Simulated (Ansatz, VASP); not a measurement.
# Two plane-wave programs on Mo

```
Mo
1.0
     0.00000    2.81923    2.81923
     2.81923    0.00000    2.81923
     2.81923    2.81923    0.00000
Mo
2
Cartesian
  2.8192 2.8192 2.8192
  4.2288 4.2288 4.2288
```

Alike in both runs: functional r2SCAN; k mesh 6 × 6 × 6; occupations gaussian, width 0.1 eV; no spin polarisation.

Ansatz relaxed the structure, and its values are those at the end. VASP's run is a single point on that final structure, the one shown.

|  | VASP | Ansatz |
| --- | --- | --- |
| version | VASP 6.6.1 | Ansatz 0.2.0 |
| potentials or method | VASP PAW PBE potentials, release 64 (Mo_sv) | scalar-relativistic, plane waves, PAW |
| plane-wave cutoff (eV) | 520 | 500 |
| valence electrons in the cell | 28 | 28 |

Ansatz gave:

```
gap on the k mesh at the Fermi level (eV) : none
pressure (GPa)                            : 0.3
```

Problem. Which values does VASP return?

Solution. gap on the k mesh at the Fermi level (eV): none; pressure (GPa): 1.1.

A gap of «none» marks a metal or a gap that the smearing closes. The functional is the same, so the differences come from potentials, cutoffs and numerics.

Caveats: the PAW data sets were made with another functional, which shifts forces and pressure a little (VASP).
